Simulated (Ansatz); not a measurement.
Runs of Ansatz 0.2.0 on Al2O3 (Corundum). The structure is trigonal, space group R-3c (No. 167). Conventional cell: a = 4.760 Å, b = 4.760 Å, c = 12.996 Å, α = 90.00°, β = 90.00°, γ = 120.00°. Al (site symmetry 3) is surrounded by 6 O at 1.85 to 1.97 Å. O (site symmetry 2) is surrounded by 4 Al at 1.85 to 1.97 Å. 

```csv
task,level,potentials or basis,cell,cutoff (eV),points for each segment of the path,gap on the mesh (eV),pressure (GPa),V0 of scaled cells (Å³/atom),B0 (GPa),largest force (eV/Å)
band structure,PBE,JTH PAW,as given,1380,10,6.21,7.5,-,-,0.07
relaxation of cell and atoms,PBE+D4,Ansatz PAW,relaxed,420,-,(b),0.0,-,-,-
single point,PBE,Ansatz PAW,as given,250,-,6.00,9.6,-,-,0.29
equation of state,revPBE+D4,Ansatz PAW,as given,420,-,-,-,8.53,(a),-
equation of state,rPW86-PBE,Ansatz PAW,as given,420,-,-,-,8.91,(c),-
```

Alike in all rows: no spin polarisation; k mesh 7 × 7 × 7; smearing fermi-dirac 0.05 eV.

Question: Fill in the values left out.

Answer: (a) 242; (b) 6.09; (c) 224.

Caveats: odd divisions of the mesh miss points on the zone boundary, where band edges often lie, so the gap on the mesh can be too wide (some runs); the potentials were made for another functional, which shifts forces and pressure (some runs); the cell was scaled at fixed shape and fractional positions, which overstates the stiffness of a crystal with free parameters, most of all of layers and chains (some runs); the plane-wave basis is chosen anew once the cell has moved, so the energies of steps on either side of that aren't comparable (some runs); the pressure holds a Pulay correction of +90.9 GPa for the finite cutoff (some runs); the cutoff lies under the one recommended for these potentials (some runs).

A k mesh can miss the band edges.
